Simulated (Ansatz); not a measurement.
# GaSb: gaps at several levels of theory, part 2 of 2

Aim: the gap, band edges and levels at named points of GaSb.

Ansatz 0.2.0; DFT PBEsol, scalar-relativistic, plane waves, PAW. Earlier steps stand in the parts before. Steps at another level of theory say so in their titles or inputs.

## 4. The run at PBEsol on the hybrid's mesh

Input file input.yaml:

```yaml
crystal:
  lattice:
    - [0.0, 3.0556142847, 3.0556142847]
    - [3.0556142847, 0.0, 3.0556142847]
    - [3.0556142847, 3.0556142847, 0.0]
  atoms:
    - { symbol: Ga, position: [0.0, 0.0, 0.0] }
    - { symbol: Sb, position: [0.25, 0.25, 0.25] }
basis:
  ecutwfc: 420
kpoints:
  mp_grid: { grid: [4, 4, 4] }
  band_path:
    path:
      - [0.0, 0.0, 0.0]
      - [-0.5, -0.5, 0.0]
      - [-0.375, -0.375, 0.25]
      - [-0.375, 0.0, 0.375]
      - [0.0, 0.0, 0.5]
      - [-0.5, -0.25, 0.25]
    npoints: 1
hamiltonian:
  xc: pbesol
scf:
  occupations: { method: gaussian, width: 0.1 }
  n_extra_bands: 4
output:
  forces: true
  stress: true
  eigenvalues: true
```

On the command line:

```bash
ansatz run input.yaml --threads 2 --pin off --max-ram 5120MiB --backend cpu --events-out ev --progress --plain --runs-dir out
```

Standard output, cut to the lines that bear on the results:

```text
Warning: RAYON_NUM_THREADS=2 ignored (pool sized by the plan → 2); use --threads N
scf.n_extra_bands = 4 over 14 filled bands (N_el = 28.0): the run solves 18 bands
[...]
Pseudopotentials: kind: paw
Pseudopotential: Ga, paw, valence charge 13, recommended cutoff 420 eV (normal), Ga.paw.azcp
Pseudopotential: Sb, paw, valence charge 15, recommended cutoff 420 eV (normal), Sb.paw.azcp
Functional definition: PBEsol
[...]
Crystal: 2 atoms, lattice volume = 57.059 Å³
Basis set: ecut = 420 eV, 1139 PW (Γ), exchange–correlation on 60×60×60 points (8 copies of the dense FFT grid, shifted against one another)
Bands: 18, of which v1, the nominal top of the filled ones, is band 14 counted from 1 (13 counted from 0)
Symmetry: 24 space group operations
Space group: F-43m (ITA 216), of the structure as read, at distance tolerance 3.8e-5 Å
k-points: 8 of 64 (time reversal used)
[...]
SCF iter   6: F=-10151.332455 eV  HF=-10151.332455 eV  |F-HF|=3.60e-8  |Δ(HF+E_count)|=   2.51e-8  Δρ=8.82e-6  dr2=3.17e-8  ethr=3.57e-10  ⟨swp⟩=3.0  Hψ=610  notcnv=0
[...]
NSCF: frozen V_eff on 6 k-points
SCF converged after 6 iterations
Free energy (F): -10151.332455 eV
[...]
E sigma→0 (E₀):  -10151.331051 eV
Entropy (-TS):   -0.002809 eV (-1.404 meV/atom)
Fermi energy:    7.694458 eV
[...]
--- Forces (eV/Å), atoms counted from 1 ---
  atom   1  Ga     0.00000000    -0.00000000    -0.00000000
  atom   2  Sb    -0.00000000     0.00000000    -0.00000000
[...]
--- Stress (GPa, compression-positive) ---
        0.630717      -0.000000      -0.000000
        0.000000       0.630717       0.000000
       -0.000000       0.000000       0.630717
  P = ⅓ Tr σ = 0.6307 GPa (6.307 kbar)
--- Band table (eV; the first three rows and the last of 8) ---
  k-point 0: bands = ["-21.0151", "-21.0151", "-21.0151", "-20.9947", "-20.9947", "-7.3817", "-7.3817", "-7.3817", "-7.3324", "-7.3324", "-3.8818", "7.6438", "7.6477", "7.6477", "7.6477", "10.3927", "10.3927", "10.3927"]
[...]
```

Run time: 1.8 s. Hardware: 2 threads of Intel Xeon Platinum 8259CL at 2.50GHz (Skylake/Cascade Lake), shared host; peak memory 0.38 GiB.

Levels at named points, in eV from the top of the last band filled by count:

```
point  band 12  band 13  band 14  band 15  band 16  band 17
    Γ     0.00     0.00     0.00     0.00     2.74     2.74
    X    -6.84    -2.60    -2.60     0.83     1.14     8.70
    U    -6.66    -3.66    -2.21     1.32     3.82     6.57
    K    -6.66    -3.66    -2.21     1.32     3.82     6.57
    L    -6.41    -1.16    -1.16     0.34     3.71     3.71
    W    -6.71    -3.40    -3.18     3.67     4.24     4.36
```

## 5. The run at HSE06

Changes to input.yaml since step 4:

```diff
@@ -22,3 +22,3 @@
 hamiltonian:
-  xc: pbesol
+  xc: hse06
 scf:
@@ -27,4 +27,2 @@
 output:
-  forces: true
-  stress: true
   eigenvalues: true
```

On the command line:

```bash
ansatz run input.yaml --threads 2 --pin off --max-ram 5120MiB --backend cpu --events-out ev --progress --plain --runs-dir out
```

Standard output:

```text
Warning: RAYON_NUM_THREADS=2 ignored (pool sized by the plan → 2); use --threads N
scf.n_extra_bands = 4 over 14 filled bands (N_el = 28.0): the run solves 18 bands
[... 4 set-up lines as earlier in the session ...]
Functional definition: HSE06
  parameter a = 0.25
  parameter omega = 0.11/bohr
  exchange = pbe_x - a*pbe_x_sr(omega) + a*exact_x_sr(omega)
  correlation = pbe_c
Crystal: 2 atoms, lattice volume = 57.059 Å³
Basis set: ecut = 420 eV, 1139 PW (Γ)
Bands: 18, of which v1, the nominal top of the filled ones, is band 14 counted from 1 (13 counted from 0)
[... 2 set-up lines as earlier in the session ...]
k-points: 8 of 64 (time reversal used)
[... 9 set-up lines as earlier in the session ...]
Functional: x = pbe(κ = 0.804, μ = 0.2195149727645171), c = pbe(β = 0.06672455060314922), warm-up for x = pbe(κ = 0.804, μ = 0.2195149727645171) + 0.25 (exact − pbe) at short range (hse, ω = 0.20786987370883472 Å⁻¹), c = pbe(β = 0.06672455060314922); HSE06 as pw.x's `hse` composes it (authors' and Libxc's form: `xc: wpbeh`)
SCF iter   1: F=—  HF=-10267.622974 eV  |F-HF|=—  |Δ(HF+E_count)|=         —  Δρ=1.43e-3  dr2=6.04e-4  ethr=1.77e-3  ⟨swp⟩=6.1  Hψ=554  notcnv=0
preconditioner: auto → none  [insulator: Δε(μ)=0.352 eV  Ē_g=14.524 eV  σ=0.100 eV  W_gap=0.55  n_scr=14 (ndim 8)  ℏωp=20.9 eV  f_vac=0.091  D(μ)=0.53/eV (n_scr^D=0)]
SCF iter   2: F=—  HF=-10267.623698 eV  |F-HF|=—  |Δ(HF+E_count)|=   7.24e-4  Δρ=5.36e-4  dr2=9.38e-5  ethr=2.16e-6  ⟨swp⟩=4.0  Hψ=424  notcnv=0
SCF iter   3: F=—  HF=-10267.623767 eV  |F-HF|=—  |Δ(HF+E_count)|=   6.99e-5  Δρ=2.60e-4  dr2=2.31e-5  ethr=3.35e-7  ⟨swp⟩=4.0  Hψ=351  notcnv=0
iter 4 solved again at ethr=1.98e-9 eV; its pass at ethr=8.25e-8 eV (dr2=5.54e-7 eV) is discarded
SCF iter   4: F=—  HF=-10267.623762 eV  |F-HF|=—  |Δ(HF+E_count)|=   5.19e-6  Δρ=3.49e-5  dr2=5.53e-7  ethr=1.98e-9  ⟨swp⟩=2.4  Hψ=631  notcnv=0
SCF iter   5: F=—  HF=-10267.623763 eV  |F-HF|=—  |Δ(HF+E_count)|=   6.41e-7  Δρ=1.19e-5  dr2=6.24e-8  ethr=1.97e-9  ⟨swp⟩=3.0  Hψ=290  notcnv=0
SCF iter   6: F=—  HF=-10267.623763 eV  |F-HF|=—  |Δ(HF+E_count)|=   1.18e-7  Δρ=2.21e-6  dr2=2.15e-9  ethr=2.23e-10  ⟨swp⟩=3.2  Hψ=328  notcnv=0
SCF iter   7: F=-10267.623763 eV  HF=-10267.623763 eV  |F-HF|=1.82e-10  |Δ(HF+E_count)|=   1.30e-9  Δρ=6.09e-7  dr2=1.30e-10  ethr=7.66e-12  ⟨swp⟩=4.0  Hψ=390  notcnv=0
SCF 1 converged in 7 iterations: F = -10267.623763 eV  dr2 = 1.30e-10
[... 2 set-up lines as earlier in the session ...]
Functional: x = pbe(κ = 0.804, μ = 0.2195149727645171) + 0.25 (exact − pbe) at short range (hse, ω = 0.20786987370883472 Å⁻¹), c = pbe(β = 0.06672455060314922); HSE06 as pw.x's `hse` composes it (authors' and Libxc's form: `xc: wpbeh`)
Exchange kernel: α = 0.2500, screened, ω = 0.2079 Å⁻¹, Wigner–Seitz truncation, v(0) = 1035.7624 eV·Å³, q-mesh 4×4×4, nearest image of the exchange supercell L = 17.29 Å, pair-density grid 18×18×18, without the augmentation charges, whose exchange is taken in its separable form by FFT convolution over the k-point mesh (sized by the pseudopotential files, 24×24×24 at the most), smooth part of the exact exchange by density-matrix convolution
Frozen-core exchange: fock
iter 1 solved again at ethr=5.57e-5 eV; its pass at ethr=1.00e-1 eV (dr2=1.56e-2 eV) is discarded
SCF iter   1: F=—  HF=-10272.512238 eV  |F-HF|=—  |Δ(HF+E_count)|=         —  Δρ=1.18e-2  dr2=2.87e-2  ethr=5.57e-5  ⟨swp⟩=4.4  Hψ=801  notcnv=0
eigensolver tolerance schedule calibrated: the retry pair's looser diagonalisation under-reported the residual by θ = 0.43 (0.13/decade); ethr = c·dr2/N_el runs at the constant in force after the calibration composes with the one it found (an armed cap, an earlier calibration), c = 5.6e-2
preconditioner: auto → none  [insulator: Δε(μ)=0.763 eV  Ē_g=17.135 eV  σ=0.100 eV  W_gap=1.00  n_scr=14 (ndim 8)  ℏωp=20.9 eV  f_vac=0.093  D(μ)=0.00/eV (n_scr^D=0)]
SCF iter   2: F=—  HF=-10272.507865 eV  |F-HF|=—  |Δ(HF+E_count)|=   4.37e-3  Δρ=4.23e-3  dr2=4.31e-3  ethr=5.55e-5  ⟨swp⟩=4.0  Hψ=404  notcnv=0
SCF iter   3: F=—  HF=-10272.508473 eV  |F-HF|=—  |Δ(HF+E_count)|=   6.07e-4  Δρ=1.55e-3  dr2=4.85e-4  ethr=8.58e-6  ⟨swp⟩=3.0  Hψ=281  notcnv=0
SCF iter   4: F=—  HF=-10272.508542 eV  |F-HF|=—  |Δ(HF+E_count)|=   6.95e-5  Δρ=3.78e-4  dr2=3.83e-5  ethr=9.44e-7  ⟨swp⟩=3.0  Hψ=361  notcnv=0
SCF iter   5: F=-10272.508523 eV  HF=-10272.508523 eV  |F-HF|=1.50e-7  |Δ(HF+E_count)|=   1.93e-5  Δρ=2.50e-5  dr2=3.03e-7  ethr=7.34e-8  ⟨swp⟩=4.0  Hψ=430  notcnv=0
SCF 2 stopped early in 5 iterations: F = -10272.508523 eV  dr2 = 3.03e-7
hybrid outer 1: dexx = +1.138e-2 eV, tail = 5.05e-5 eV
Exchange kernel: α = 0.2500, screened, ω = 0.2079 Å⁻¹, Wigner–Seitz truncation, v(0) = 1035.7624 eV·Å³, q-mesh 4×4×4, nearest image of the exchange supercell L = 17.29 Å, pair-density grid 18×18×18, without the augmentation charges, whose exchange is taken in its separable form by FFT convolution over the k-point mesh (sized by the pseudopotential files, 24×24×24 at the most), smooth part of the exact exchange by density-matrix convolution
Frozen-core exchange: fock
SCF iter   1: F=—  HF=-10272.508393 eV  |F-HF|=—  |Δ(HF+E_count)|=         —  Δρ=2.97e-5  dr2=9.13e-7  ethr=9.01e-7  ⟨swp⟩=3.8  Hψ=327  notcnv=0
preconditioner: auto → none  [insulator: Δε(μ)=0.909 eV  Ē_g=16.971 eV  σ=0.100 eV  W_gap=1.00  n_scr=14 (ndim 8)  ℏωp=20.9 eV  f_vac=0.093  D(μ)=0.00/eV (n_scr^D=0)]
SCF iter   2: F=—  HF=-10272.508395 eV  |F-HF|=—  |Δ(HF+E_count)|=   1.23e-6  Δρ=2.28e-5  dr2=2.98e-7  ethr=2.89e-9  ⟨swp⟩=4.1  Hψ=410  notcnv=0
iter 3 solved again at ethr=6.31e-11 eV; its pass at ethr=1.05e-9 eV (dr2=1.77e-8 eV) is discarded
SCF iter   3: F=-10272.508395 eV  HF=-10272.508395 eV  |F-HF|=5.65e-8  |Δ(HF+E_count)|=   7.65e-9  Δρ=7.96e-6  dr2=2.00e-8  ethr=6.31e-11  ⟨swp⟩=4.2  Hψ=680  notcnv=0  defer=7
SCF 3 converged in 3 iterations: F = -10272.508395 eV  dr2 = 2.00e-8
hybrid outer 2: dexx = +7.000e-7 eV, tail = 1.50e-7 eV, Δε = 2.23e-3 eV (about 1.74e-4 eV left of the loop's levels)
NSCF: frozen V_eff on 6 k-points
hybrid SCF converged: 2 outer / 8 inner (+7 warm-up), last move |dexx| = 7.00e-7 eV, tail = 1.50e-7 eV
Stability not checked: this state was not tested for a lower state beside it, because the functional holds exact exchange (a hybrid, or Hartree-Fock), whose exchange loop this test does not read (fock_operator; see scf.lower_state_search)
Free energy (F): -10272.508395 eV
Frozen-core exchange: fock
Harris-Foulkes:  -10272.508395 eV  (|F-HF|=5.65e-8)
Internal energy: -10272.508395 eV  (E = F + TS)
E sigma→0 (E₀):  -10272.508395 eV
Fermi energy:    7.877535 eV
--- Per-component energies (eV) ---
  E_band       = -321.462883
  E_kinetic    = 322.370168
  E_local      = -3914.270364  (includes V_loc(G=0)·N_el)
  E_nonlocal   = 789.047235
  E_hartree    = 1807.492704
  E_xc         = -166.268996
  E_vxc        = -123.602240  (∫ρ·V_xc dr)
  E_exx        = -88.739955  (= α·E_x^exact, valence–valence)
  E_paw        = -6525.594160  (= ΣΔE_a)
  E_vpaw       = -832.512070  (= ΣTr[D̂ρ^β])
  E_aug_tail   = -0.000104  (compensation charges beyond the density's cutoff)
  E_ewald      = -2496.682478
  E_core_change = 0.137557  (= ΣΔE_core)
  E_smearing   = -0.000000  (= −TS)
  E_closure    = 0.000000  (closes the sum)
  Σ components = -10272.508395   (vs F -10272.508395, Δ=0.00e0)
--- Band table (eV; the first three rows and the last of 8) ---
  k-point 0: bands = ["-23.5200", "-23.5200", "-23.5200", "-23.4955", "-23.4955", "-10.3241", "-10.3241", "-10.3241", "-10.2724", "-10.2724", "-5.1915", "7.4169", "7.4169", "7.4169", "8.3264", "10.8680", "10.8680", "10.8680"]
  k-point 1: bands = ["-23.5195", "-23.5185", "-23.5185", "-23.4950", "-23.4950", "-10.3336", "-10.3184", "-10.3184", "-10.2730", "-10.2730", "-4.5068", "3.1642", "6.6695", "6.6695", "8.9322", "11.7882", "11.7882", "13.5182"]
  k-point 2: bands = ["-23.5191", "-23.5171", "-23.5171", "-23.4944", "-23.4944", "-10.3432", "-10.3135", "-10.3135", "-10.2730", "-10.2730", "-3.3706", "0.4975", "6.1681", "6.1681", "8.4939", "11.8760", "11.8760", "14.6729"]
  k-point 7: bands = ["-23.5193", "-23.5173", "-23.5135", "-23.4958", "-23.4933", "-10.3534", "-10.3069", "-10.3025", "-10.2780", "-10.2734", "-2.3823", "0.1769", "3.7917", "4.0436", "11.9682", "12.4014", "12.6962", "12.8997"]
```

It took 43 s on 2 threads of Intel Xeon Platinum 8259CL at 2.50GHz (Skylake/Cascade Lake), shared host; peak memory 0.91 GiB.

Levels at named points, in eV from the top of the last band filled by count:

```
point  band 12  band 13  band 14  band 15  band 16  band 17
    Γ     0.00     0.00     0.00     0.91     3.45     3.45
    X    -7.40    -2.80    -2.80     1.47     1.79     9.93
    U    -7.19    -3.91    -2.38     2.00     4.64     7.64
    K    -7.19    -3.91    -2.38     2.00     4.64     7.64
    L    -6.92    -1.25    -1.25     1.08     4.46     4.46
    W    -7.24    -3.63    -3.37     4.55     4.98     5.28
```

## 6. All levels side by side

```
                      level  k mesh  gap (eV)  least direct gap (eV)  top at  bottom at  CPU time (s)
PBEsol on the hybrid's mesh   4×4×4      0.00                   0.00       Γ          Γ           2.9
                      HSE06   4×4×4      0.91                   0.91       Γ          Γ            77
```

Gaps are by band count over the mesh and the named points; a gap of 0 means that the bands overlap or touch.

## 7. Summary of results

This closing draws on all 2 parts.

```
                                                               quantity                                                                      value
                                            relaxed cell (conventional)  a = 6.111 Å, b = 6.111 Å, c = 6.111 Å, α = 90.00°, β = 90.00°, γ = 90.00°
                                                   space group (0.01 Å)                                                            F-43m (No. 216)
                                                                 volume                                                              28.53 Å³/atom
formation energy (elements from runs with the same settings, not shown)                                                              -0.12 eV/atom
                                                             gap, HSE06                                                            0.91 eV, direct
```

Relaxation left the volume within 0.5 % of the start. Against the measured lattice constant a of GaSb, 6.09612 Å (300 K; a printed reference work, monograph), the calculated 6.111 Å is off by +0.2 %. That is the cell relaxed with PBEsol, without thermal expansion or zero-point motion. At HSE06 the gap is 0.91 eV, from Γ to Γ. Measured gap of GaSb: 0.811 eV (direct; 4.2 K; a printed reference work, data compilation). This calculation gives 0.91 eV (+0.10 eV). That is HSE06, the nearest rung, at the geometry relaxed with PBEsol, without temperature or excitons. Spin-orbit coupling is left out, which matters for the bands of Sb. GaSb is measured to have a gap, so the metal found with PBEsol is a failure of that level.
